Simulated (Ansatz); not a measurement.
## Sc under compression and expansion

```cif
data_structure
_symmetry_space_group_name_H-M 'Fm-3m'
_symmetry_Int_Tables_number 225
_cell_length_a 4.5410
_cell_length_b 4.5410
_cell_length_c 4.5410
_cell_angle_alpha 90.000
_cell_angle_beta 90.000
_cell_angle_gamma 90.000
_cell_volume 93.64
loop_
_atom_site_label
_atom_site_type_symbol
_atom_site_symmetry_multiplicity
_atom_site_Wyckoff_symbol
_atom_site_fract_x
_atom_site_fract_y
_atom_site_fract_z
_atom_site_occupancy
Sc1 Sc 4 a 0.00000 0.00000 0.00000 1
```

The runs use the primitive cell with vectors (0.000, 2.271, 2.271), (2.271, 0.000, 2.271), (2.271, 2.271, 0.000) Å, to which the k mesh refers.

The cell is COD entry 9008483, as deposited and not checked against the literature; nothing was relaxed.

Spin polarisation is left out, and whether a magnetic state lies lower isn't shown here.

All numbers are computed: DFT, PBE, all-electron LAPW, scalar-relativistic (Ansatz 0.2.0); DFT, PBE, PAW with Ansatz's default frozen-core files, scalar-relativistic (Ansatz 0.2.0).

For LAPW: a Γ-centred 12×12×12 k mesh, Fermi–Dirac smearing of 0.03 eV, basis error target 0.25 meV/atom, no spin polarisation. PAW takes a cutoff of 420 eV at this cell. The Ansatz runs share mesh, smearing and spin set-up. Plane-wave (PAW) pressures include the program's estimate of the Pulay term.

The cell above is scaled evenly, with fractional coordinates and shape held.

```json
{"V/V(cell)": "0.9500", "V (Å³/atom)": "22.239", "P, LAPW (GPa)": "6.27", "P, PAW (GPa)": "6.27", "free energy over the lowest listed, PAW (meV/atom)": "44.3"}
{"V/V(cell)": "0.9750", "V (Å³/atom)": "22.824", "P, LAPW (GPa)": "4.53", "P, PAW (GPa)": "4.53", "free energy over the lowest listed, PAW (meV/atom)": "24.6"}
{"V/V(cell)": "1.0000", "V (Å³/atom)": "23.410", "P, LAPW (GPa)": "2.95", "P, PAW (GPa)": "2.95", "free energy over the lowest listed, PAW (meV/atom)": "11.0"}
{"V/V(cell)": "1.0250", "V (Å³/atom)": "23.995", "P, LAPW (GPa)": "1.49", "P, PAW (GPa)": "1.49", "free energy over the lowest listed, PAW (meV/atom)": "3.0"}
{"V/V(cell)": "1.0500", "V (Å³/atom)": "24.580", "P, LAPW (GPa)": "0.16", "P, PAW (GPa)": "0.16", "free energy over the lowest listed, PAW (meV/atom)": "0.0"}
```
